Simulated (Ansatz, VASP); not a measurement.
# TaN: VASP beside Ansatz

```
CELL_PARAMETERS angstrom
2.93800 0.00000 0.00000
-1.46900 2.54438 0.00000
0.00000 0.00000 2.88300
ATOMIC_POSITIONS crystal
Ta 0.33333 0.66667 0.50000
N 0.00000 0.00000 0.00000
```

Alike in both runs: task single point; functional r2SCAN; k mesh 7 × 7 × 7; occupations gaussian, width 0.05 eV; collinear spin; Hubbard terms Ta d U = 3.0 eV.

|  | VASP | Ansatz |
| --- | --- | --- |
| version | VASP 6.6.1 | Ansatz 0.2.0 |
| potentials or method | VASP PAW PBE potentials, release 64 (Ta_pv, N) | scalar-relativistic, plane waves, PAW |
| plane-wave cutoff (eV) | 520 | 500 |
| valence electrons in the cell | 16 | 18 |

```csv
,VASP,Ansatz,Ansatz less VASP
gap on the k mesh at the Fermi level (eV),none,none,-
pressure (GPa),11.2,2.7,-8.51
largest component of the traceless stress (GPa),1.33,0.39,-0.937
net moment per atom (μB),0.00,0.00,0.000
```

The programs project onto different local orbitals, so the same U acts differently. A gap of «none» marks a metal or a gap that the smearing closes. The two sets of potentials don't hold the same shells in valence. Ansatz warned: «filled_band_counts_differ_across_k_points».

Caveats: the PAW data sets were made with another functional, which shifts forces and pressure a little (VASP). The state reached can hang on the start; a lower one may exist. The runs have no spin-orbit coupling, so splittings on Ta are missing.
